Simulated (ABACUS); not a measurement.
# TePb (Fm-3m) in ABACUS: a series of runs

Aim: see how the results for TePb move with the level of theory and the settings. Levels: AM05, OLYP. Tasks: single point, relaxation of cell and atoms.

Everything below comes from runs of ABACUS 3.10.1. Logs are shortened: lines on timing, memory, paths and dates and some standing lists are left out, and cuts for length are marked.

**The experiment to reproduce.**

From a printed reference work, monograph, for a bulk crystal of TePb at 4.2 K: band gap 0.19 eV (direct).

How close the calculation comes is told below.

## (1) The structure

It takes space group Fm-3m (No. 225, cubic). Conventional cell: a = 6.462 Å, b = 6.462 Å, c = 6.462 Å, α = 90.00°, β = 90.00°, γ = 90.00°. Pb (site symmetry m-3m) has 6 Te at 3.23 Å as nearest neighbours. Te (site symmetry m-3m) is surrounded by 6 Pb at 3.23 Å.

## (2) Single point, AM05

Input file run_abacus.py:

```python
"""ABACUS run from a structure file: ASE reads it, the script writes STRU, KPT and INPUT."""
import re
import subprocess
from ase.io import read
from ase.units import Bohr

atoms = read("POSCAR")
atoms = atoms[(-atoms.numbers).argsort(kind="stable")]  # ABACUS lists atoms element by element
pseudo = {'Pb': '82_Pb_14_3.0_3.1_pbe_n_v1.0.upf', 'Te': '52_Te_16_2.3_2.3_pbe_n_v1.0.upf'}
orbital = {}
magmoms = None
kmesh = [6, 6, 6]
params = {
    'suffix': 'TePb',
    'calculation': 'scf',
    'basis_type': 'pw',
    'pseudo_dir': './',
    'symmetry': 1,
    'dft_functional': 'GGA_X_AM05+GGA_C_AM05',
    'ecutwfc': 83,
    'pseudo_rcut': 10,
    'nspin': 1,
    'nbands': 25,
    'ks_solver': 'dav',
    'smearing_method': 'fd',
    'smearing_sigma': 0.00367493,
    'scf_thr': 1e-08,
    'scf_nmax': 100,
    'mixing_type': 'broyden',
    'mixing_beta': 0.7,
    'cal_force': 1,
    'cal_stress': 1,
    'out_chg': 1,
    'out_pot': 2,
    'out_elf': 1,
}

symbols = atoms.get_chemical_symbols()
elements = list(dict.fromkeys(symbols))
lines = ["ATOMIC_SPECIES"] + [f"{e} {atoms.get_masses()[symbols.index(e)]:.4f} {pseudo[e]}" for e in elements]
if orbital:
    lines += ["", "NUMERICAL_ORBITAL"] + [orbital[e] for e in elements]
lines += ["", "LATTICE_CONSTANT", f"{1 / Bohr:.10f}", "", "LATTICE_VECTORS"]
lines += [" ".join(f"{x:.10f}" for x in v) for v in atoms.cell]
lines += ["", "ATOMIC_POSITIONS", "Direct"]
for e in elements:
    lines += ["", e, "0.0", str(symbols.count(e))]
    for i, p in enumerate(atoms.get_scaled_positions(wrap=False)):
        if symbols[i] == e:
            mag = "" if magmoms is None else " mag " + " ".join(str(x) for x in (magmoms[i] if isinstance(magmoms[i], list) else [magmoms[i]]))
            lines.append(" ".join(f"{x:.10f}" for x in p) + " 1 1 1" + mag)
open("STRU", "w").write("\n".join(lines) + "\n")
open("KPT", "w").write("K_POINTS\n0\nGamma\n%d %d %d 0 0 0\n" % tuple(kmesh))
open("INPUT", "w").write("INPUT_PARAMETERS\n" + "".join(f"{k:<20s}{v}\n" for k, v in params.items()))

done = subprocess.run(['mpirun', '-np', '4', 'abacus'])
if done.returncode:
    raise SystemExit(done.returncode)
log = open("OUT.TePb/running_scf.log").read()
print("final energy (eV):", re.findall(r"FINAL_ETOT_IS (\S+)", log))
```

Input file POSCAR:

```
TePb
1.0
    0.0000000000      3.2310000000      3.2310000000
    3.2310000000      0.0000000000      3.2310000000
    3.2310000000      3.2310000000      0.0000000000
Pb Te
1 1
Direct
    0.0000000000      0.0000000000      0.0000000000
    0.5000000000      0.5000000000      0.5000000000
```

Potentials or basis: SPMS ONCV 1.0 PBE, plane waves.

The run is started by

```
> OMP_NUM_THREADS=1 python run_abacus.py > log
```

running log:

```text
ABACUS v3.10.1

               Atomic-orbital Based Ab-initio Computation at UStc

 ------------------------------------------------------------------------------------

 READING GENERAL INFORMATION
                           global_out_dir = OUT.TePb/
                           global_in_card = INPUT
                               pseudo_dir = ./
                              orbital_dir =
                                    DSIZE = 4
                                    GSIZE = 1
[... 5 lines left out ...]

 READING ATOM TYPE 1
                               atom label = Pb
                      L=0, number of zeta = 1
                      L=1, number of zeta = 1
                      L=2, number of zeta = 1
             number of atom for this type = 1

 READING ATOM TYPE 2
                               atom label = Te
                      L=0, number of zeta = 1
                      L=1, number of zeta = 1
                      L=2, number of zeta = 1
             number of atom for this type = 1

                        TOTAL ATOM NUMBER = 2
DIRECT COORDINATES
    atom                   x                   y                   z     mag                  vx                  vy                  vz
taud_Pb1            0.0000000000        0.0000000000        0.0000000000  0.0000        0.0000000000        0.0000000000        0.0000000000
taud_Te1            0.5000000000        0.5000000000        0.5000000000  0.0000        0.0000000000        0.0000000000        0.0000000000

                          Volume (Bohr^3) = 455.237
                             Volume (A^3) = 67.4591

 Lattice vectors: (Cartesian coordinate: in unit of a_0)
                   +0              +3.231              +3.231
               +3.231                  +0              +3.231
               +3.231              +3.231                  +0
 Reciprocal vectors: (Cartesian coordinate: in unit of 2 pi/a_0)
            -0.154751           +0.154751           +0.154751
            +0.154751           -0.154751           +0.154751
            +0.154751           +0.154751           -0.154751
 The esolver type has been set to : ksdft_pw

                PAO radial cut off (Bohr) = 10

 Read in pseudopotential file is 82_Pb_14_3.0_3.1_pbe_n_v1.0.upf
                     pseudopotential type = NC
          exchange-correlation functional = PBE
                 nonlocal core correction = 1
                        valence electrons = 14
                                     lmax = 2
                           number of zeta = 3
[... 5 lines left out ...]
                           L of projector = 2
                           L of projector = 2
 XC functional updated to : GGA_X_AM05+GGA_C_AM05
          exchange-correlation functional = GGA_X_AM05+GGA_C_AM05
                PAO radial cut off (Bohr) = 10

 Read in pseudopotential file is 52_Te_16_2.3_2.3_pbe_n_v1.0.upf
                     pseudopotential type = NC
          exchange-correlation functional = PBE
                 nonlocal core correction = 1
                        valence electrons = 16
                                     lmax = 2
                           number of zeta = 3
[... 5 lines left out ...]
                           L of projector = 2
                           L of projector = 2
 XC functional updated to : GGA_X_AM05+GGA_C_AM05
          exchange-correlation functional = GGA_X_AM05+GGA_C_AM05
     initial pseudo atomic orbital number = 18

 SETUP THE ELECTRONS NUMBER
            electron number of element Pb = 14
      total electron number of element Pb = 14
            electron number of element Te = 16
      total electron number of element Te = 16
            AUTOSET number of electrons:  = 30
                           occupied bands = 15
                                   NBANDS = 25
                                   NLOCAL = 18

%%%%%%%%%%%%%%%%%%%%%%%%%%%%%%%%%%%%%%%%%%%%%%%%%%%%%%%%%%%%%%%%%%%%%%%%%%%%%%%%%%%%%%%%%%%%%%%%%%%%%%%%%%
 Warning: the number of valence electrons in pseudopotential > 4 for Pb: [Xe] 4f14 5d10 6s2 6p2
 Warning: the number of valence electrons in pseudopotential > 6 for Te: [Kr] 4d10 5s2 5p4
 Pseudopotentials with additional electrons can yield (more) accurate outcomes, but may be less efficient.
 If you're confident that your chosen pseudopotential is appropriate, you can safely ignore this warning.
%%%%%%%%%%%%%%%%%%%%%%%%%%%%%%%%%%%%%%%%%%%%%%%%%%%%%%%%%%%%%%%%%%%%%%%%%%%%%%%%%%%%%%%%%%%%%%%%%%%%%%%%%%

 SETUP THE PLANE WAVE BASIS
 energy cutoff for charge/potential (unit:Ry) = 332
            fft grid for charge/potential = [ 54, 54, 54 ]
                        fft grid division = [ 1, 1, 1 ]
        big fft grid for charge/potential = [ 54, 54, 54 ]
                                     nbxx = 40824
                                     nrxx = 40824

 SETUP PLANE WAVES FOR CHARGE/POTENTIAL
                    number of plane waves = 46367
                         number of sticks = 1711

 PARALLEL PW FOR CHARGE/POTENTIAL
[... 26 lines left out ...]
                                   NORM_C = 4.56932
                           ALPHA (DEGREE) = 60
                           BETA  (DEGREE) = 60
[... 8 lines left out ...]
                                    IBRAV = 3
                                  BRAVAIS = FACE CENTERED CUBIC
                       LATTICE CONSTANT A = 6.462
Original cell was already a primitive cell.
                        ROTATION MATRICES = 48
[... 6 lines left out ...]
                                    nspin = 1
                   Input type of k points = Monkhorst-Pack(Gamma)
                                   nkstot = 216
                       right hand lattice = 1
(for reciprocal lattice: )
[... 8 lines left out ...]
                       right hand lattice = 1
                        ROTATION MATRICES = 48
                               nkstot_ibz = 16
K-POINTS REDUCTION ACCORDING TO SYMMETRY
     IBZ    DIRECT_X    DIRECT_Y    DIRECT_Z  WEIGHT  ibz2bz
       1  0.00000000  0.00000000  0.00000000  0.0046       0
       2  0.16666667  0.16666667  0.16666667  0.0370       1
       3  0.33333333  0.33333333  0.33333333  0.0370       2
       4  0.50000000  0.50000000  0.50000000  0.0185       3
       5  0.16666667  0.16666667  0.00000000  0.0278       7
       6  0.33333333  0.33333333  0.16666667  0.1111       8
[... 8 lines left out ...]
      15  0.50000000  0.33333333 -0.33333333  0.1111      52
      16  0.50000000  0.33333333 -0.16666667  0.0556      58

                               nkstot now = 16
[... K-POINTS DIRECT COORDINATES: 16 rows ...]

           k-point number in this process = 16
       minimum distributed K point number = 16
[... stars of the k points ...]

[... K-POINTS CARTESIAN COORDINATES: 16 rows ...]

[... K-POINTS DIRECT COORDINATES: 16 rows ...]

 SETUP PLANE WAVES FOR WAVE FUNCTIONS
     energy cutoff for wavefunc (unit:Ry) = 83
              fft grid for wave functions = [ 54, 54, 54 ]
                    number of plane waves = 7239
                         number of sticks = 499

 PARALLEL PW FOR WAVE FUNCTIONS
     PROC   COLUMNS(POT)             PW
        1            125           1811
        2            125           1811
        3            124           1808
        4            125           1809
 --------------- sum -------------------
        4            499           7239

 SETUP NONLOCAL PSEUDOPOTENTIALS IN PLANE WAVE BASIS
 Pb non-local projectors:
 projector 1 L=0
 projector 2 L=0
 projector 3 L=1
 projector 4 L=1
 projector 5 L=2
 projector 6 L=2
 Te non-local projectors:
 projector 1 L=0
 projector 2 L=0
 projector 3 L=1
 projector 4 L=1
 projector 5 L=2
 projector 6 L=2
      TOTAL NUMBER OF NONLOCAL PROJECTORS = 36

 Init Non-Local PseudoPotential table :
 Init Non-Local-Pseudopotential done.

                                     npwx = 1466

 Make real space PAO into reciprocal space.
       max mesh points in Pseudopotential = 1001
     dq(describe PAO in reciprocal space) = 0.01
                                    max q = 1098

 number of pseudo atomic orbitals for Pb is 3
WARNING: norm of atomic wavefunction # 3 of atomic type Pb is 0.999464, renormalized

 number of pseudo atomic orbitals for Te is 3
WARNING: norm of atomic wavefunction # 3 of atomic type Te is 0.999974, renormalized

 -------------------------------------------
 SELF-CONSISTENT
 -------------------------------------------
                                 init_chg = atomic

 PW ALGORITHM --------------- ION=   1  ELEC=   1--------------------------------
 Notice: Threshold on eigenvalues was too large.
 hsover_error=0.3 > DRHO=0.0354396
 Origin diag ethr = 0.01
 New diag ethr = 0.000118132

 Density error is 0.0352277469545
                          Error Threshold = 0.00011813202105
----------------------------------------------------------
     Energy           Rydberg                 eV
----------------------------------------------------------
 E_KohnSham     -323.7734773809      -4405.1641536548
 E_Harris       -323.4442792172      -4400.6851828574
 E_Fermi        0.7423848486         10.1006640495
----------------------------------------------------------
[... 63 lines left out ...]
 Density error is 2.58336241763e-09
                          Error Threshold = 6.06049216471e-11
----------------------------------------------------------
     Energy           Rydberg                 eV
----------------------------------------------------------
 E_KohnSham     -323.7821507550      -4405.2821609628
 E_KS(sigma->0) -323.7821497772      -4405.2821476596
 E_Harris       -323.7819893241      -4405.2799645828
 E_band         -20.6015968433       -280.2991049672
 E_one_elec     -106.9519202365      -1455.1555272576
 E_Hartree      67.2246033408        914.6376512245
 E_xc           -74.3691410008       -1011.8440729769
 E_Ewald        -209.6856909029      -2852.9201853464
 E_entropy(-TS) -0.0000019555        -0.0000266063
 E_descf        0.0000000000         0.0000000000
 E_exx          0.0000000000         0.0000000000
 E_Fermi        0.7476118855         10.1717815350
----------------------------------------------------------

 charge density convergence is achieved
 final etot is -4405.282161 eV
 EFERMI = 10.171781535 eV
The vacuum level is 8.7325817073 eV

 STATE ENERGY(eV) AND OCCUPATIONS    NSPIN == 1
 1/16 kpoint (Cartesian) = 0.0000 0.0000 0.0000 (1455 pws)
       1       -26.1830     0.00925926
       2       -26.1830     0.00925926
       3       -26.1787     0.00925926
       4       -26.1787     0.00925926
       5       -26.1787     0.00925926
       6       -6.78910     0.00925926
[... 152 lines left out ...]
      24        21.7285        0.00000
      25        22.6982        0.00000

[... levels at 10 further k points ...]

------------------------------------------------------------------------------------------
 TOTAL-FORCE (eV/Angstrom)
------------------------------------------------------------------------------------------
                       Pb1         0.0000000000         0.0000000000         0.0000000000
                       Te1         0.0000000000         0.0000000000         0.0000000000
------------------------------------------------------------------------------------------

----------------------------------------------------------------
 TOTAL-STRESS (KBAR)
----------------------------------------------------------------
        -0.1000595100        -0.0000000000         0.0000000000
        -0.0000000000        -0.1000595100         0.0000000000
        -0.0000000000         0.0000000000        -0.1000595100
----------------------------------------------------------------
 TOTAL-PRESSURE: -0.100060 KBAR

 --------------------------------------------
 !FINAL_ETOT_IS -4405.2821609627544603 eV
 --------------------------------------------
```

It took 14 s on 4 MPI ranks of Intel Xeon Platinum 8488C (Sapphire Rapids), shared host; peak memory 0.32 GiB.

Results:

- Free energy: -4405.2822 eV
- Pressure: 0.0 GPa
- Band gap on the k mesh: 0.71 eV, direct

Caveat: the potentials were made for another functional, which shifts forces and pressure; spin-orbit coupling is left out, which as a rule narrows the gap of such compounds by several tenths of an eV.

(Continued in part 2 of 2.)
